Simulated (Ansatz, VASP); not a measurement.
Two plane-wave programs on SrTe

The input INCAR:

```
SYSTEM = SrTe
PREC     = Accurate       ! precision mode
ENCUT    = 600            ! plane-wave cutoff, eV
EDIFF    = 1E-6           ! SCF threshold, eV
ISMEAR   = 0              ! smearing method
SIGMA    = 0.02           ! smearing width, eV
LREAL    = .FALSE.        ! projectors in reciprocal space
LASPH    = .TRUE.         ! aspherical terms in the spheres
NELM     = 100            ! most SCF steps
ALGO     = Fast           ! electronic algorithm
ISIF     = 3              ! what is computed and relaxed
LWAVE    = .FALSE.        ! write WAVECAR
LCHARG   = .FALSE.        ! write CHGCAR
GGA      = PE             ! functional
IVDW     = 12             ! dispersion correction
IBRION   = 2              ! ionic algorithm
NSW      = 70             ! ionic steps
EDIFFG   = -0.02          ! ionic threshold
```

File KPOINTS:

```
Automatic mesh
0
G
  8 8 8
  0 0 0
```

File POSCAR:

```
SrTe
1.0
    0.0000000000      3.3558352000      3.3558352000
    3.3558352000      0.0000000000      3.3558352000
    3.3558352000      3.3558352000      0.0000000000
Sr Te
1 1
Direct
    0.0000000000      0.0000000000      0.0000000000
    0.5000000000      0.5000000000      0.5000000000
```

Input for Ansatz:

```yaml
crystal:
  lattice:
    - [0.0, 3.355835, 3.355835]
    - [3.355835, 0.0, 3.355835]
    - [3.355835, 3.355835, 0.0]
  atoms:
    - { symbol: Sr, position: [0.0, 0.0, 0.0] }
    - { symbol: Te, position: [0.5, 0.5, 0.5] }
basis:
  ecutwfc: 420
kpoints:
  mp_grid: { grid: [8, 8, 8] }
hamiltonian:
  xc: pbe
  dispersion: d3bj
scf:
  occupations: { method: gaussian, width: 0.02 }
output:
  forces: true
  stress: true
  eigenvalues: true
relax:
  adjacent_minimum: "off"
  f_tol: 0.02
  max_steps: 50
  cell: { stress_tol: 0.1 }
```

The cell comes from a database or a generator and needn't be the stable form of this composition.

Alike in both runs: task relaxation of cell and atoms; functional PBE; dispersion D3(BJ); k mesh 8 × 8 × 8; occupations gaussian, width 0.02 eV; no spin polarisation.

|  | VASP | Ansatz |
| --- | --- | --- |
| version | VASP 6.6.1 | Ansatz 0.2.0 |
| potentials or method | VASP PAW PBE potentials, release 64 (Sr_sv, Te) | scalar-relativistic, plane waves, PAW |
| plane-wave cutoff (eV) | 600 | 420 |
| valence electrons in the cell | 16 | 26 |

|  | VASP | Ansatz | Ansatz less VASP |
| --- | --- | --- | --- |
| gap on the k mesh at the Fermi level, each at its own relaxed structure (eV) | 1.65 | 1.67 | +0.015 |
| relaxed volume (Å³/atom) | 36.33 | 36.19 | -0.146 |
| relaxed cell length with the largest relative difference (Å) | 4.684 | 4.678 | -0.0063 |
| energy change over the relaxation (meV/atom) | -6 | -7 | -0.9 |

The two sets of potentials don't hold the same shells in valence.

Caveats: spin-orbit coupling is left out, which moves the levels of the heavy elements. A k mesh can miss the band edges.
